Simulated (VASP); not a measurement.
**Pt: relaxation of cell and atoms with PBEsol**

Pt:

```
Pt
1.0
     0.00000    1.96090    1.96090
     1.96090    0.00000    1.96090
     1.96090    1.96090    0.00000
Pt
1
Direct
  0.00000 0.00000 0.00000
```

```yaml
Program: VASP 6.6.1
Task: relaxation of cell and atoms
Functional: PBEsol
Potentials_or_basis: VASP PAW PBE potentials, release 64 (Pt)
Cutoff: 600 eV
k_mesh: 16 × 16 × 16
Occupations: methfessel-paxton, width 0.1 eV
Spin: no spin polarisation
Further_INCAR_settings: ALGO = Normal; EDIFF = 1e-06; IBRION = 2; EDIFFG = -0.01; NSW = 90; ISIF = 3
```

```
Relaxed volume                         : 15.01 Å³/atom
Relaxed cell                           : a = 2.769 Å, b = 2.769 Å, c = 2.769 Å, α = 60.00°, β = 60.00°, γ = 60.00°
Space group after relaxing (to 0.05 Å) : Fm-3m (No. 225)
Energy gained by relaxing              : 0.3 meV/atom
Ionic steps                            : 3
Pressure after relaxing                : 0.0 GPa
Band gap on the k mesh                 : none (metal or under the smearing width)
```

Step by step:
| step | energy change (eV) | largest force (eV/Å) | pressure (GPa) | volume (Å³) |
| --- | --- | --- | --- | --- |
| 1 | 0.0000 | 0.0000 | -1.30 | 15.08 |
| 2 | 0.0021 | 0.0000 | 3.99 | 14.81 |
| 3 | -0.0003 | 0.0000 | 0.00 | 15.01 |

Final structure:
```yaml
crystal:
  lattice:
    - [0.00000, 1.95794, 1.95794]
    - [1.95794, 0.00000, 1.95794]
    - [1.95794, 1.95794, 0.00000]
  atoms:
    - { symbol: Pt, position: [0.00000, 0.00000, 0.00000] }
```

Levels at points of the mesh, in eV from the Fermi level:
```tsv
k point	band 2	band 3	band 4	band 5	band 6	band 7	band 8	band 9
(0.00, 0.00, 0.00)	-3.81	-3.81	-3.81	-1.62	-1.62	14.64	19.62	19.62
(0.50, 0.00, 0.00)	-3.87	-3.87	-0.54	0.07	0.07	5.86	14.19	19.00
(0.50, 0.50, 0.00)	-6.67	0.04	0.52	0.52	1.73	8.90	11.38	11.38
```

Run time: 22 s on 4 MPI ranks on Intel(R) Xeon(R) Platinum 8488C (Sapphire Rapids) (shared host), peak memory 0.15 GiB a rank.

Caveat: the PAW data sets were made with another functional, which shifts forces and pressure a little. Spin-orbit coupling is left out, which matters for the levels of Pt.
